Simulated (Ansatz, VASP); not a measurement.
One calculation of TiC, two programs

Contents of INCAR:

```
SYSTEM = TiC
  ALGO = Normal
  EDIFF = 1E-6
  EDIFFG = -0.01
  ENCUT = 600
  GGA = PE
  IBRION = 2
  ISIF = 3
  ISMEAR = 0
  LASPH = .TRUE.
  LCHARG = .FALSE.
  LREAL = .FALSE.
  LWAVE = .FALSE.
  NELM = 100
  NSW = 100
  PREC = Accurate
  SIGMA = 0.01
```

KPOINTS

```
k-points
0
G
  12 12 14
  0 0 0
```

Contents of POSCAR:

```
TiC
1.0
    3.0529963027      0.0000000000      0.0000000000
   -1.5264981513      2.6439723558      0.0000000000
    0.0000000000      0.0000000000      2.6836274349
Ti C
1 1
Direct
    0.3333333333      0.6666666667      0.5000000000
    0.6666666667      0.3333333333      0.0000000000
```

Input for Ansatz:

```yaml
crystal:
  lattice:
    - [3.0529963027, 0.0, 0.0]
    - [-1.5264981513, 2.6439723558, 0.0]
    - [0.0, 0.0, 2.6836274349]
  atoms:
    - { symbol: Ti, position: [0.3333333333, 0.6666666667, 0.5] }
    - { symbol: C, position: [0.6666666667, 0.3333333333, 0.0] }
basis:
  ecutwfc: 420
kpoints:
  mp_grid: { grid: [12, 12, 14] }
hamiltonian:
  xc: pbe
scf:
  occupations: { method: gaussian, width: 0.01 }
output:
  forces: true
  stress: true
  eigenvalues: true
relax:
  adjacent_minimum: "off"
  f_tol: 0.01
  max_steps: 80
  cell: { stress_tol: 0.05 }
```

Alike in both runs: task relaxation of cell and atoms; functional PBE; k mesh 12 × 12 × 14; occupations gaussian, width 0.01 eV; no spin polarisation.

|  | VASP | Ansatz |
| --- | --- | --- |
| version | VASP 6.6.1 | Ansatz 0.2.0 |
| potentials or method | VASP PAW PBE potentials, release 64 (Ti_sv, C) | scalar-relativistic, plane waves, PAW |
| plane-wave cutoff (eV) | 600 | 420 |
| valence electrons in the cell | 16 | 16 |

|  | VASP | Ansatz | Ansatz less VASP |
| --- | --- | --- | --- |
| gap on the k mesh at the Fermi level, each at its own relaxed structure (eV) | none | none | - |
| relaxed volume (Å³/atom) | 10.82 | 10.81 | -0.006 |
| relaxed cell length with the largest relative difference (Å) | 3.044 | 3.043 | -0.0007 |

A gap of «none» marks a metal or a gap that the smearing closes.
